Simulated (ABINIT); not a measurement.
# SiO2 (I4/mmm) in ABINIT: reference runs, part 2 of 2

ABINIT 10.8.3 (patched build). The steps go on from the part before.

## (3) Single point, PBE

File run.py:

```python
import json, os
import numpy as np
from ase.units import GPa
from ase.calculators.abinit import Abinit, AbinitProfile
from ase import Atoms

atoms = Atoms(['Si', 'Si', 'Si', 'Si', 'O', 'O', 'O', 'O', 'O', 'O', 'O', 'O'],
              cell=[[-4.47204052, 4.47204052, 2.61177035], [4.47204052, -4.47204052, 2.61177035], [4.47204052, 4.47204052, -2.61177035]],
              scaled_positions=[[0.82311142, 0.82311142, 0.64622284], [0.17688858, 0.82311142, 0.0], [0.82311142, 0.17688858, 0.0], [0.17688858, 0.17688858, 0.35377716], [0.0, 0.79145134, 0.79145134], [0.20854866, 0.0, 0.20854866], [0.79145134, 0.0, 0.79145134], [0.0, 0.20854866, 0.20854866], [0.0, 0.0, 0.5], [0.5, 0.0, 0.0], [0.0, 0.5, 0.0], [0.5, 0.5, 0.5]],
              pbc=True)

profile = AbinitProfile(command='mpirun --bind-to none -np 4 abinit', pp_paths=[os.path.abspath('pseudos')])
params = dict(
    pps='pawxml', xc='PBE',
    ecut=625.8619,
    pawecutdg=1224.5124,
    pawxcdev=0,
    pawovlp=30,
    kptopt=1,
    ngkpt=[6, 6, 6],
    nshiftk=1,
    shiftk=[0.0, 0.0, 0.0],
    ixc=11,
    nband=40,
    occopt=3,
    tsmear=0.05,
    nstep=100,
    tolvrs=1e-09,
    prtwf=0,
    prtden=0,
)

atoms.calc = Abinit(profile=profile, directory='run', **params)
energy = atoms.get_potential_energy()
forces = atoms.get_forces()
stress = atoms.get_stress()
print(f'energy {energy:.6f} eV')
print('forces (eV/A)')
print(np.round(forces, 5))
print('stress (GPa, Voigt, tension positive)', np.round(stress / GPa, 4))
json.dump(dict(energy=energy, forces=forces.tolist(), stress=stress.tolist(), cell=atoms.cell.tolist(), frac=atoms.get_scaled_positions(wrap=False).tolist()), open('results.json', 'w'))
```

Potentials or basis: JTH PAW PBE v2.0.

Run with:

```console
$ python run.py
```

Log:

```text
energy -3966.428471 eV
forces (eV/A)
[[ 0.0114   0.0114   0.     ]
 [ 0.0114  -0.0114   0.     ]
 [-0.0114   0.0114   0.     ]
 [-0.0114  -0.0114   0.     ]
 [-0.13917 -0.      -0.     ]
 [ 0.       0.13917 -0.     ]
 [ 0.      -0.13917  0.     ]
 [ 0.13917 -0.      -0.     ]
 [-0.       0.       0.     ]
 [-0.       0.       0.     ]
 [-0.       0.       0.     ]
 [-0.       0.       0.     ]]
stress (GPa, Voigt, tension positive) [-2.0685 -2.0685 -2.2372  0.      0.      0.    ]
```

abinit.in:

```text
ecut 625.8619 eV
ixc 11
kptopt 1
natom 12
nband 40
ngkpt
6 6 6
nshiftk 1
nsppol 1
nstep 100
occopt 3
pawecutdg 1224.5124 eV
pawovlp 30
pawxcdev 0
prtden 0
prtwf 0
shiftk
0.0 0.0 0.0
tolvrs 1e-09
tsmear 0.05 eV
#Definition of the unit cell
acell
1.00000000000000 1.00000000000000 1.00000000000000 Angstrom
rprim
-4.47204052000000 4.47204052000000 2.61177035000000
4.47204052000000 -4.47204052000000 2.61177035000000
4.47204052000000 4.47204052000000 -2.61177035000000
chkprim 0 # Allow non-primitive cells
#Definition of the atom types
ntypat 2
znucl 8 14
#Enumerate different atomic species
typat
 2 2 2 2 1 1 1 1 1 1 1 1
pseudos "./pseudos/O.GGA_PBE-JTH.xml,
./pseudos/Si.GGA_PBE-JTH.xml"
#Definition of the atoms
xcart
5.46118515260745 5.46118515260745 4.93553066508126
5.46118515260745 -5.46118515260745 4.93553066508126
-5.46118515260745 5.46118515260745 4.93553066508126
2.98974665383791 2.98974665383791 -0.00000000000000
13.37700260491961 -0.00000000000000 -0.00000000000000
0.00000000000000 3.52486100797112 0.00000000000000
-0.00000000000000 13.37700260491961 -0.00000000000000
3.52486100797112 0.00000000000000 0.00000000000000
4.22546590322268 4.22546590322268 -2.46776533254063
-4.22546590322268 4.22546590322268 2.46776533254063
4.22546590322268 -4.22546590322268 2.46776533254063
4.22546590322268 4.22546590322268 2.46776533254063
chkexit 1 # abinit.exit file in the running directory terminates after the current SCF
```

abinit.abo:

```text
.Version 10.8.3 of ABINIT
 Symmetries : space group I4/m m m (#139); Bravais tI (body-center tetrag.)
================================================================================
 Values of the parameters that define the memory need of the present run
     intxc =       0    ionmov =       0      iscf =      17    lmnmax =       8
     lnmax =       4     mgfft =      60  mpssoang =       2    mqgrid =    3610
     natom =      12  nloc_mem =       2    nspden =       1   nspinor =       1
    nsppol =       1      nsym =      16    n1xccc =       1    ntypat =       2
    occopt =       3   xclevel =       2
       mpw =        7454          nfft =      216000          nkpt =          30
Pmy_natom=         3
 PAW method is used; the additional fine FFT grid is defined by:
   mgfftf=        80    nfftf =    512000
================================================================================
================================================================================

--------------------------------------------------------------------------------
------------- Echo of variables that govern the present computation ------------
--------------------------------------------------------------------------------
 -outvars: echo values of preprocessed input variables --------
            acell      1.8897261259E+00  1.8897261259E+00  1.8897261259E+00 Bohr
              amu      1.59994000E+01  2.80855000E+01
          chkexit           1
          chkprim           0
[... 375 lines left out ...]
                      -3.6140072419E-20  1.0310441265E-20  5.8660050582E-20
                      -3.6140072416E-20  1.0310441265E-20  5.8660050578E-20
                      -3.6140072419E-20  1.0310441268E-20  5.8660050578E-20
                      -3.6140072416E-20  1.0310441268E-20  5.8660050583E-20
            rprim     -4.4720405200E+00  4.4720405200E+00  2.6117703500E+00
                       4.4720405200E+00 -4.4720405200E+00  2.6117703500E+00
                       4.4720405200E+00  4.4720405200E+00 -2.6117703500E+00
           strten     -7.0306676448E-05 -7.0306676448E-05 -7.6039909075E-05
                       0.0000000000E+00  0.0000000000E+00  0.0000000000E+00
           xangst      2.8899347253E+00  2.8899347253E+00  2.6117703499E+00
                       2.8899347253E+00 -2.8899347254E+00  2.6117703499E+00
                      -2.8899347254E+00  2.8899347253E+00  2.6117703499E+00
                       1.5821057946E+00  1.5821057946E+00 -7.3443708774E-11
                       7.0788049240E+00 -4.1919947521E-11 -7.3443096996E-11
                      -4.1919490762E-11  1.8652761159E+00 -7.3443621087E-11
                      -4.1919947521E-11  7.0788049240E+00 -7.3443331998E-11
                       1.8652761159E+00 -4.1919249137E-11 -7.3443811079E-11
                       2.2360202600E+00  2.2360202600E+00 -1.3058851751E+00
                      -2.2360202600E+00  2.2360202600E+00  1.3058851749E+00
                       2.2360202600E+00 -2.2360202600E+00  1.3058851749E+00
                       2.2360202600E+00  2.2360202600E+00  1.3058851749E+00
             xred      8.2311141997E-01  8.2311141997E-01  6.4622283998E-01
                       1.7688857999E-01  8.2311141997E-01 -9.3736759626E-12
                       8.2311141997E-01  1.7688857999E-01 -9.3736759626E-12
                       1.7688857999E-01  1.7688857999E-01  3.5377716001E-01
                      -1.8746955377E-11  7.9145133997E-01  7.9145133998E-01
                       2.0854865999E-01 -1.8746955377E-11  2.0854866000E-01
                       7.9145133997E-01 -1.8746955377E-11  7.9145133998E-01
                      -1.8746955377E-11  2.0854865999E-01  2.0854866000E-01
                      -1.8746955377E-11 -1.8746955377E-11  4.9999999999E-01
                       4.9999999998E-01 -1.8746955377E-11 -9.3736759626E-12
                      -1.8746955377E-11  4.9999999998E-01 -9.3736759626E-12
                       4.9999999998E-01  4.9999999998E-01  4.9999999999E-01
 Calculation completed.
```

Run time: 3.7 min. Hardware: 4 threads of Arm Neoverse V1, shared host; peak memory 1.1 GiB.

What came out:

```
Free energy            : -3966.4289 eV
Pressure               : 2.1 GPa
Largest force          : 0.139 eV/Å
Band gap on the k mesh : 5.44 eV, indirect (least direct gap 5.45 eV)
```

Forces in eV/Å, atoms in the order of the input:
```
Si   0.011  0.011  0.000
Si   0.011 -0.011  0.000
Si  -0.011  0.011  0.000
Si  -0.011 -0.011  0.000
O   -0.139  0.000  0.000
O    0.000  0.139  0.000
O    0.000 -0.139  0.000
O    0.139  0.000  0.000
O    0.000  0.000  0.000
O    0.000  0.000  0.000
O    0.000  0.000  0.000
O    0.000  0.000  0.000
```

Stress tensor (GPa, compression positive):
```
2.07 0.00 0.00
0.00 2.07 0.00
0.00 0.00 2.24
```

Caveat: the atomic spheres overlap. PBE gaps usually lie below the measured ones, often by a third to a half.

## (4) Single point, PBE (atoms moved at random, drawn with an rms of 0.05 Å)

File run.abi:

```
# Pseudopotentials
pp_dirpath "./"
pseudos "Si.GGA_PBE-JTH.xml, O.GGA_PBE-JTH.xml"

# Structure
acell 6.842487646 6.842487646 6.842487646 Angstrom
rprim
    -0.6535693963     0.6535693963     0.3816989500
     0.6535693963    -0.6535693963     0.3816989500
     0.6535693963     0.6535693963    -0.3816989500
ntypat 2
znucl 14 8
natom 12
typat 1 1 1 1 2 2 2 2 2 2 2 2
xred
     0.8243330000     0.8292860000     0.6461970000
     0.1695900000     0.8223620000    -0.0033930000
     0.8266850000     0.1862520000     0.0059840000
     0.1696330000     0.1738080000     0.3494310000
     0.0066960000     0.7970840000     0.7908490000
     0.2077780000     0.0071020000     0.2123220000
     0.7933450000    -0.0047570000     0.7910620000
     0.0066750000     0.2108910000     0.2091550000
    -0.0004200000    -0.0003530000     0.4958600000
     0.4958030000     0.0008330000     0.0027850000
    -0.0023460000     0.4936580000    -0.0003190000
     0.4981390000     0.4977890000     0.4979250000
chkprim 0
chksymtnons 0
tolsym 1.0e-6

# Plane-wave basis
ecut 23.0
pawecutdg 45.0
pawxcdev 0
pawovlp 30

# k points
kptopt 1
ngkpt 6 6 6
nshiftk 1
shiftk 0.0 0.0 0.0

# Exchange and correlation
ixc 11

# Bands and occupations
nband 40
occopt 3
tsmear 0.05 eV

# SCF cycle
nstep 100
tolvrs 1.0e-9

# Output
iomode 3
prtwf 0
prtden 0
prteig 0
prtebands 0
prtvol 2
```

Run with:

```console
$ mpirun --bind-to none -np 4 abinit run.abi > log 2>&1
```

Wall time 13 min (4 MPI ranks of Arm Neoverse V1, shared host); peak memory 1.5 GiB.

Results (log left out):

* Free energy: -3965.9383 eV
* Pressure: 3.3 GPa
* Largest force: 3.769 eV/Å
* Band gap on the k mesh: 5.26 eV, indirect (least direct gap 5.30 eV)

Forces in eV/Å, atoms in the order of the input:
```
Si  -2.465  0.139 -0.781
Si   0.888  1.761 -0.229
Si  -2.379  0.709 -2.629
Si   1.172  2.125  1.081
O   -0.280 -1.383 -0.188
O   -3.447  0.194 -0.273
O    3.760 -0.267  0.025
O    0.682 -2.963 -0.122
O    0.594  0.397 -0.928
O   -0.419  0.566  0.711
O    1.528 -1.556  2.769
O    0.367  0.279  0.563
```

Stress tensor (GPa, compression positive):
```
 2.91 -1.81 -0.01
-1.81  5.02 -1.59
-0.01 -1.59  1.88
```

Levels at points of the mesh, in eV from the valence-band top:
```
           k point  band 28  band 29  band 30  band 31  band 32  band 33  band 34  band 35  band 36  band 37
(0.00, 0.00, 0.00)    -1.32    -1.01    -0.82    -0.16    -0.04     5.26     8.08     8.48     8.58     9.00
(0.50, 0.00, 0.00)    -1.33    -1.13    -0.85    -0.82    -0.31     7.40     7.61     8.44     8.79     9.04
(0.00, 0.50, 0.00)    -1.29    -1.28    -0.83    -0.75    -0.35     7.48     7.54     8.44     8.70     9.07
(0.50, 0.50, 0.00)    -1.12    -0.62    -0.58    -0.44    -0.22     6.46     6.68     8.58     8.70     9.07
(0.00, 0.00, 0.50)    -0.78    -0.72    -0.71    -0.44    -0.13     6.35     6.83     8.29     8.88     9.27
(0.50, 0.00, 0.50)    -1.37    -1.12    -0.89    -0.65    -0.41     7.44     7.58     8.43     8.74     9.02
(0.00, 0.50, 0.50)    -1.30    -1.12    -1.04    -0.64    -0.44     7.49     7.53     8.50     8.62     9.08
(0.50, 0.50, 0.50)    -1.16    -1.10    -0.33    -0.19     0.00     7.24     7.45     7.63     7.84     8.46
```

Caveat: the atomic spheres overlap. A k mesh can miss the band edges.
